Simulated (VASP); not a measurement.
Runs of VASP 6.6.1 on Cd. It takes space group Im-3m (No. 229, cubic). The conventional cell has a = 3.569 Å, b = 3.569 Å, c = 3.569 Å, α = 90.00°, β = 90.00°, γ = 90.00°. Cd (site symmetry m-3m) is surrounded by 8 Cd at 3.09 Å. This isn't the form of Cd at room conditions, which is hcp.

| task | spin | cell | cutoff (eV) | pressure (GPa) | relaxed volume (Å³/atom) |
| --- | --- | --- | --- | --- | --- |
| relaxation of cell and atoms | SOC, no magnetisation | relaxed | 600 | 0.0 | 23.52 |
| band structure | off | as given | 520 | 1.0 | - |
| band structure | SOC, no magnetisation | as given | 520 | (a) | - |
| relaxation of cell and atoms | off | relaxed | 600 | 0.0 | 23.64 |

Alike in all rows: level PBE; potentials or basis VASP PAW PBE potentials, release 64 (Cd); k mesh 7 × 7 × 7; smearing fermi-dirac 0.05 eV.

Task: Fill in the values left out.

Result: (a) 0.9.
